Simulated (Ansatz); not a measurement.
# 1 layer of InSe: band edges up the ladder, part 2 of 3

Take 1 layer of InSe out of the relaxed bulk and relax. How do gap and band edges of 1 layer of InSe move from rung to rung, and at what price?

Ansatz 0.2.0; DFT PBE+D3(BJ), scalar-relativistic, plane waves, PAW. Steps at another level of theory say so in their titles or inputs.

**6. Levels with LDA**

The COD entry's cell or inner coordinates are ideal or old and differ from later refinements, so a difference from it is no clean test against experiment.

Contents of input.yaml:

```yaml
crystal:
  lattice:
    - [4.026705068, 0.0, 0.0]
    - [-2.013352534, 3.4872288824, 0.0]
    - [0.0, 0.0, 36.7193937277]
  atoms:
    - { symbol: Se, position: [0.0, 0.0, 0.4266543156] }
    - { symbol: In, position: [0.6666666667, 0.3333333333, 0.4619335475] }
    - { symbol: In, position: [0.6666666667, 0.3333333333, 0.538039529] }
    - { symbol: Se, position: [0.0, 0.0, 0.5733186984] }
  periodic: [true, true, false]
basis:
  ecutwfc: 420
kpoints:
  mp_grid: { grid: [9, 9, 1] }
  band_path:
    path:
      - [0.0, 0.0, 0.0]
      - [0.05, 0.0, 0.0]
      - [0.1, 0.0, 0.0]
      - [0.15, 0.0, 0.0]
      - [0.2, 0.0, 0.0]
      - [0.25, 0.0, 0.0]
      - [0.3, 0.0, 0.0]
      - [0.35, 0.0, 0.0]
      - [0.4, 0.0, 0.0]
      - [0.45, 0.0, 0.0]
      - [0.5, 0.0, 0.0]
      - [0.4833333333, 0.0333333333, 0.0]
      - [0.4666666667, 0.0666666667, 0.0]
      - [0.45, 0.1, 0.0]
      - [0.4333333333, 0.1333333333, 0.0]
      - [0.4166666667, 0.1666666667, 0.0]
      - [0.4, 0.2, 0.0]
      - [0.3833333333, 0.2333333333, 0.0]
      - [0.3666666667, 0.2666666667, 0.0]
      - [0.35, 0.3, 0.0]
      - [0.3333333333, 0.3333333333, 0.0]
      - [0.3, 0.3, 0.0]
      - [0.2666666667, 0.2666666667, 0.0]
      - [0.2333333333, 0.2333333333, 0.0]
      - [0.2, 0.2, 0.0]
      - [0.1666666667, 0.1666666667, 0.0]
      - [0.1333333333, 0.1333333333, 0.0]
      - [0.1, 0.1, 0.0]
      - [0.0666666667, 0.0666666667, 0.0]
      - [0.0333333333, 0.0333333333, 0.0]
      - [-0.09375, 0.1875, 0.0]
    npoints: 1
hamiltonian:
  xc: lda
scf:
  occupations: { method: gaussian, width: 0.02 }
  n_extra_bands: 6
output:
  forces: true
  stress: true
  eigenvalues: true
  write_density: true
  write_potential: true
  elf: true
  volumetric_format: npy
```

Command:

```bash
$ ansatz run input.yaml --threads 2 --pin off --max-ram 5120MiB --backend cpu --events-out ev --progress --plain --runs-dir out
```

The log of the run:

```text
Warning: the atoms were moved onto the symmetric positions of the space group found under crystal.symmetry.tolerance 1.0e-5 (fractional; no operation is sought that the atoms, as they stand in a round, miss by more than twice it, and no atom is moved by as much as it), and the run uses the moved positions. Before a round's move an operation carried an atom to 1.15e-6 Å from where it should land, the largest such distance. Atom 0 (counting from 0) moved farthest, by 5.74e-7 Å; the longest move in fractions of the cell, of whichever atom, is 1.6e-3 of the tolerance, in 1 round. To run the atoms as typed, lower crystal.symmetry.tolerance until the operations that they miss are no longer found, or set crystal.symmetry.detect: false (a key that needs symmetry detection or time reversal refuses this as the deck is read). The positions used, in the order of the run's atom list: position: [-2.7755575615628914e-17, 0.0, 0.42665433122499996]; position: [0.6666666666666666, 0.3333333333333333, 0.461933531875]; position: [0.6666666666666666, 0.3333333333333333, 0.538039513375]; position: [-2.7755575615628914e-17, 0.0, 0.573318714025]; The lattice was moved too: crystal.lattice keeps the space group found at crystal.symmetry.tolerance 1.0e-5 only nearly: the operation that it misses by the most changes a squared length by the fraction 1.77e-11. The run uses the lattice that is a stretch of the typed one, with no rotation, onto the one that keeps every operation to a double's rounding (on a very oblique basis the stretch itself rounds by more); the deck's lattice vector that moved farthest moved by 2.05e-11 Å. To run the lattice as typed, set crystal.symmetry.detect: false, as for the atoms. crystal.lattice made exact, in Å and degrees: [[4.026705067979478, 0.0, 0.0], [-2.013352533989739, 3.4872288824177726, 0.0], [0.0, 0.0, 36.7193937277]]. Pasted over the deck's crystal.lattice, beside positions in fractional coordinates, it runs the same cell (given as lengths and angles, that cell in the form's own orientation, a rigid turn of the misfit's size from the one run here, for which a checkpoint.post_process_only pass over this run's state can be refused: where this run relaxes nothing, give such a pass this deck's own crystal.lattice, as typed; behind a relaxation, as crystal.lattice, the state's own cell, identity.cell in its checkpoint.json), and a matrix so pasted ends this notice, except on a very skew basis of the lattice, where the rounding of the pasted numbers themselves can read as a misfit: the cell is then moved again, and that move is told again. The lattice as run is in this notice's lattice.as_run_ang field (Run.prep()["deck_notices"] in Python, the deck_notice line of an events file, deck_notices of ansatz run --dry-run=json, or deck_notices in record.json in the deck's checkpoint.write directory).
Warning: RAYON_NUM_THREADS=2 ignored (pool sized by the plan → 2); use --threads N
scf.n_extra_bands = 6 over 29 filled bands (N_el = 58.0): the run solves 35 bands
Engine: ansatz 0.2.0, x86_64-unknown-linux-gnu
Pseudopotentials: kind: paw
Pseudopotential: Se, paw, valence charge 16, recommended cutoff 420 eV (normal), Se.paw.azcp
Pseudopotential: In, paw, valence charge 13, recommended cutoff 420 eV (normal), In.paw.azcp
Functional definition: SPW92
  exchange = slater_x
  correlation = pw_c
Crystal: 4 atoms, lattice volume = 515.615 Å³
Basis set: ecut = 420 eV, 10107 PW (Γ)
Bands: 35, of which v1, the nominal top of the filled ones, is band 29 counted from 1 (28 counted from 0)
Symmetry: 12 space group operations
Space group: P-6m2 (ITA 187), of the structure as read, at distance tolerance 8.0e-5 Å
k-points: 12 of 81 (time reversal used)
Non-local potential: Se, projectors of the file, l = 0: 2, l = 1: 2, l = 2: 3, l = 3: 1
Non-local potential: In, projectors of the file, l = 0: 2, l = 1: 2, l = 2: 2, l = 3: 2
PAW form: soft (Blöchl's): semilocal exchange-correlation on the pseudo side does not see the compensation charge
PAW frozen core: Se, regenerated for the run's functional, and the local potential with it (the file was generated under x = pbe(κ = 0.804, μ = 0.2195149727645171), c = pbe(β = 0.06672455060314922))
PAW frozen core: In, regenerated for the run's functional, and the local potential with it (the file was generated under x = pbe(κ = 0.804, μ = 0.2195149727645171), c = pbe(β = 0.06672455060314922))
PAW one-centre angular grid: Se, 590 points (default); XC on 64 Gauss nodes
PAW one-centre angular grid: In, 590 points (default); XC on 64 Gauss nodes
Initial density: superposition of atomic densities (neutral atoms: chi_scale 0, normalization atom), corrected by the library's trained network
Initial wavefunctions: pseudopotential atomic-orbital guess
Functional: x = slater, c = lda
SCF iter   1: F=—  HF=-21682.570858 eV  |F-HF|=—  |Δ(HF+E_count)|=         —  Δρ=3.39e-3  dr2=8.17e-2  ethr=1.77e-3  ⟨swp⟩=14.7  Hψ=2613  notcnv=0
preconditioner: auto → Resta (q_TF=auto, 1.896 Å⁻¹)  ε∞=1.5  [insulator: Δε(μ)=1.463 eV  Ē_g=13.665 eV  σ=0.020 eV  W_gap=1.00  n_scr=64 (ndim 8)  ℏωp=10.1 eV  f_vac=0.756  D(μ)=0.00/eV (n_scr^D=0)  ε∞_Penn≈1.5  vacuum switching on, ρ_ref=1.4e-2 e/Å³]
SCF iter   2: F=—  HF=-21682.559792 eV  |F-HF|=—  |Δ(HF+E_count)|=   1.11e-2  Δρ=1.60e-3  dr2=4.06e-2  ethr=1.41e-4  ⟨swp⟩=4.0  Hψ=933  notcnv=0  defer=15
SCF iter   3: F=—  HF=-21682.553122 eV  |F-HF|=—  |Δ(HF+E_count)|=   6.67e-3  Δρ=8.35e-4  dr2=4.05e-3  ethr=7.00e-5  ⟨swp⟩=3.8  Hψ=709  notcnv=0  defer=15
SCF iter   4: F=—  HF=-21682.552671 eV  |F-HF|=—  |Δ(HF+E_count)|=   4.51e-4  Δρ=3.11e-4  dr2=3.47e-4  ethr=6.98e-6  ⟨swp⟩=2.2  Hψ=621  notcnv=0  defer=15
SCF iter   5: F=—  HF=-21682.552675 eV  |F-HF|=—  |Δ(HF+E_count)|=   4.14e-6  Δρ=4.57e-5  dr2=7.37e-6  ethr=5.99e-7  ⟨swp⟩=2.4  Hψ=692  notcnv=0  defer=15
SCF iter   6: F=—  HF=-21682.552661 eV  |F-HF|=—  |Δ(HF+E_count)|=   1.42e-5  Δρ=1.04e-5  dr2=4.71e-7  ethr=1.27e-8  ⟨swp⟩=3.1  Hψ=882  notcnv=0  defer=15
SCF iter   7: F=-21682.552661 eV  HF=-21682.552661 eV  |F-HF|=1.67e-8  |Δ(HF+E_count)|=   1.46e-7  Δρ=3.10e-6  dr2=3.79e-8  ethr=1.72e-10  ⟨swp⟩=23.6  Hψ=4485  notcnv=0
SCF 1 converged in 7 iterations: F = -21682.552661 eV  dr2 = 3.79e-8
  Residual-converged pass: ⟨swp⟩=1.0  Hψ=468  notcnv=0  max |occ|·‖R‖ = 6.9e-9 eV (tolerance 1.0e-8 eV)  dr2=3.79e-8  dr2_onsite=1.98e-8  max |Δocc| = 0.0e0
NSCF: frozen V_eff on 31 k-points
WARN: The output density's exchange-correlation potential varies sharply where the density is thin. Do not read a vacuum level from v_tot or v_xc, or from such a field of the output density. On a cell that repeats whose density bears no net charge and no dipole along the vacuum's axis use v_es (v_loc + v_h of the components); under efield.dipole_correction with no amplitude use v_es + v_field, which holds any external_charges[].barrier, or the levels of the report's work_function block, which leave it out; under a non-zero efield.amplitude the vacuum is tilted and has no level; on a cell that repeats and bears such a dipole with no correction it is tilted too, and efield.dipole_correction with no amplitude gives each side of its ramp a level where efield: is served; in a cell that repeats whose density bears a net charge (total_charge, or a fill off its count) it is curved and has none; of a slab under crystal.periodic whose density bears no net charge use v_es, which has a level on each side, short of where the two are joined; of another it falls or rises all the way out and has none; of a slab beside external_charges read slab_vacuum_level instead, which it has where they leave it neutral. The grid or the basis barely resolves most such structure, and the values can differ between equally converged runs; as a rule a tighter scf.convergence.dr2_threshold does not remove it. Where the density itself ripples (under the LDA too) a higher basis.ecutwfc lessens it. The files hold the spikes' plane waves up to the density's cutoff. Files: v_tot_of_output_density and the like, and their columns of v_z.tsv (output.write_potential); v_xc_of_output_density and the like, and their columns of v_comp_z.tsv (output.write_potential_components). Measured: with its Gaussian average of σ = 0.25 Å subtracted twice, the exchange-correlation potential is over 0.1 eV at 106 of the grid points where the equally averaged density (valence and model cores) is under 1e-3 e/Å³, and 0.182 eV at the most among them, at an averaged density of 6.8e-6 e/Å³. The input density's (outcome.potential() and, of a run that writes arrays, v_tot and v_xc) is over 0.1 eV, so measured, at 104 points of its own thin density, 0.183 eV at the most. See output.write_potential in the manual, Limitations
SCF converged after 7 iterations
Free energy (F): -21682.552661 eV
Harris-Foulkes:  -21682.552661 eV  (|F-HF|=1.67e-8)
Internal energy: -21682.552661 eV  (E = F + TS)
E sigma→0 (E₀):  -21682.552661 eV
Fermi energy:    -5.481204 eV
--- Per-component energies (eV) ---
  E_band       = -1650.373865
  E_kinetic    = 723.761688
  E_local      = -150704.730747  (includes V_loc(G=0)·N_el)
  E_nonlocal   = -437.786119
  E_hartree    = 74672.928270
  E_xc         = -632.467639
  E_vxc        = -396.906792  (∫ρ·V_xc dr)
  E_paw        = -11685.284228  (= ΣΔE_a)
  E_vpaw       = -180.564633  (= ΣTr[D̂ρ^β])
  E_aug_tail   = -0.001180  (compensation charges beyond the density's cutoff)
  E_ewald      = 66376.023496
  E_core_change = 5.003797  (= ΣΔE_core)
  E_smearing   = -0.000000  (= −TS)
  E_closure    = -0.000000  (closes the sum)
  Σ components = -21682.552661   (vs F -21682.552661, Δ=0.00e0)
--- Forces (eV/Å), atoms counted from 1 ---
  atom   1  Se    -0.00000000     0.00000000     0.41318748
  atom   2  In     0.00000000    -0.00000000    -0.12961344
  atom   3  In     0.00000000    -0.00000000     0.12961344
  atom   4  Se    -0.00000000     0.00000000    -0.41318748
  max |Σ_I F_I| component: 5.55e-17 eV/Å
--- 2D stress c σ (N/m, compression-positive) ---
       -2.278886       0.000000       0.000000
       -0.000000      -2.278886      -0.000000
        0.000000       0.000000       0.000000
  P = ½ c Tr σ = -2.2789 N/m
--- Band table (eV; the first three rows and the last of 12) ---
  k-point 0: bands = ["-53.0448", "-53.0448", "-53.0448", "-53.0448", "-53.0157", "-53.0157", "-53.0157", "-53.0157", "-53.0048", "-53.0048", "-20.1504", "-19.9596", "-19.9596", "-19.8732", "-19.8732", "-19.8661", "-19.8661", "-19.6909", "-19.6909", "-19.6711", "-18.7699", "-18.6312", "-11.6229", "-9.3118", "-6.6449", "-6.6449", "-6.5698", "-6.5698", "-6.2907", "-4.7473", "-3.5462", "-1.2082 (-1.2082°)", "-1.2082 (-1.2082°)", "-0.4471", "-0.3920"]
  k-point 1: bands = ["-53.0448", "-53.0448", "-53.0447", "-53.0447", "-53.0157", "-53.0157", "-53.0157", "-53.0157", "-53.0048", "-53.0048", "-20.1501", "-20.0032", "-19.9581", "-19.9245", "-19.8695", "-19.8647", "-19.8597", "-19.7213", "-19.6919", "-19.6257", "-18.6432", "-18.5126", "-11.5620", "-9.3586", "-7.3258", "-7.2072", "-6.7954", "-6.7028", "-6.2226", "-4.1547", "-2.9358", "-1.8302 (-1.8302°)", "-1.0927 (-1.0927°)", "-0.6166", "-0.2409"]
  k-point 2: bands = ["-53.0448", "-53.0448", "-53.0447", "-53.0447", "-53.0158", "-53.0158", "-53.0157", "-53.0157", "-53.0048", "-53.0048", "-20.1654", "-20.0746", "-20.0254", "-19.9563", "-19.8779", "-19.8432", "-19.8411", "-19.7392", "-19.6943", "-19.5812", "-18.3273", "-18.2132", "-11.4555", "-9.7074", "-8.3281", "-7.8635", "-7.1360", "-7.0073", "-6.2493", "-3.6002", "-3.1914", "-1.5692", "-1.3196 (-1.3196°)", "-0.9363", "0.0473"]
  k-point 11: bands = ["-53.0446", "-53.0446", "-53.0446", "-53.0446", "-53.0158", "-53.0158", "-53.0158", "-53.0158", "-53.0047", "-53.0047", "-20.2703", "-20.1753", "-20.0908", "-19.9813", "-19.8655", "-19.8270", "-19.8153", "-19.7264", "-19.7228", "-19.5251", "-17.4812", "-17.4169", "-11.6531", "-10.8567", "-9.2792", "-8.9606", "-7.9225", "-7.4573", "-7.3097", "-3.6903", "-3.2300", "-2.2246", "-1.2513", "0.0978", "1.1399"]
  ° read free of the cell's end (the report's vacuum.weakly_bound_levels)
```

Wall time 35 s (2 threads of Intel Xeon at 2.50GHz (Skylake/Cascade Lake), shared host); peak memory 0.81 GiB.

Levels at named points, in eV from the top of the last band filled by count:

| point | band 27 | band 28 | band 29 | band 30 | band 31 | band 32 |
| --- | --- | --- | --- | --- | --- | --- |
| Γ | -0.36 | -0.36 | -0.08 | 1.46 | 2.66 | 5.00 |
| M | -1.49 | -1.31 | -0.95 | 2.18 | 2.26 | 4.12 |
| K | -1.71 | -1.25 | -1.10 | 2.52 | 2.98 | 3.99 |
| top* | -0.80 | -0.68 | 0.00 | 2.43 | 3.75 | 3.94 |

* Points where the relaxation's level has its edges, typed into the path; another level's edges can lie beside them.

(Continued in part 3 of 3.)
